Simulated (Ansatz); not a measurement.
Task: a cohesive energy from free atoms of Ca and its free atoms, with the Ansatz DFT code, driven from Python. Give the script and its output. Settings (first run): PBE, PAW, cutoff 420 eV, Gaussian smearing of 0.02 eV.

`cohesive_ca.py`:
```python
"""Binding of Ca against spin-polarised atoms in a box."""

from collections import Counter
from dataclasses import dataclass
import warnings

import ansatz as az


@dataclass(frozen=True)
class Settings:
    ecut: int = 420
    k_spacing: float = 0.16
    occupations: str = "gaussian"
    sigma: float = 0.02


opts = Settings()


def counts(outcome):
    return Counter(site.symbol for site in outcome.lattice.sites)

UNPAIRED = {"Ca": 0}  # unpaired electrons of the free atoms


def run_phase(name, crystal):
    calc = (
        crystal.calculation()
        .functional(az.Functional.PBE)
        .basis(opts.ecut)
        .kpoints(spacing=opts.k_spacing)
        .occupations(opts.occupations, width=opts.sigma)
    )
    if name.endswith(" atom"):
        calc = calc.kpoints(1, 1, 1).occupations("fermi_dirac", width=0.01)
        if UNPAIRED[name.split()[0]]:
            calc = calc.spin("collinear")
        return calc.run(threads=1, backend="cpu")
    calc = calc.relax(force_tolerance=0.02, cell=True)
    return calc.run(threads=1, backend="cpu")

warnings.simplefilter("ignore", az.DeckWarning)

phases = {}
ca = (
    az.Lattice.fcc(5.5884)
    .space_group(225)
    .atom("Ca", (0.0, 0.0, 0.0))
    .primitive()
)
phases["Ca"] = ca
# a box with unlike edges lets an open shell break the spherical symmetry
for element, moment in UNPAIRED.items():
    phases[f"{element} atom"] = az.Lattice.orthorhombic(9.0, 9.5, 10.0).atom(element, (0.5, 0.5, 0.5), moment=moment or None)

done = {}
for name, crystal in phases.items():
    done[name] = run_phase(name, crystal)
    print(f"{name}: {done[name].report['energy_sigma0_ev']:.4f} eV, {len(done[name].lattice.sites)} atoms")

print({element: round(done[f"{element} atom"].report["magnetization_mub"], 2) for element in UNPAIRED}, "muB on the free atoms")
solid = done["Ca"]
n = counts(solid)
binding = (sum(k * done[f"{e} atom"].report["energy_sigma0_ev"] for e, k in n.items()) - solid.report["energy_sigma0_ev"]) / sum(n.values())
print(f"cohesive energy {binding:.3f} eV/atom = {96.4853 * binding:.0f} kJ/mol of atoms (no zero-point energy)")
```

Running `python cohesive_ca.py` prints:
```text
Ca: -1816.8596 eV, 1 atoms
Ca atom: -1815.0192 eV, 1 atoms
{'Ca': 0.0} muB on the free atoms
cohesive energy 1.840 eV/atom = 178 kJ/mol of atoms (no zero-point energy)
```

Absolute energies stand on the zero of these potentials, so only differences at equal settings mean something. Other magnetic orders than the one started from may lie lower. For the metals among these phases the mesh is modest: differences between phases can be off by up to 40 meV an atom. The cells come from databases of deposited and of computed structures, and not all need be stable phases. Free atoms in a box carry small image and symmetry errors, and spin-orbit coupling is left out. It ran for 6.2 s on 1 thread of Arm Neoverse V2 (shared host), peak memory 0.56 GiB.
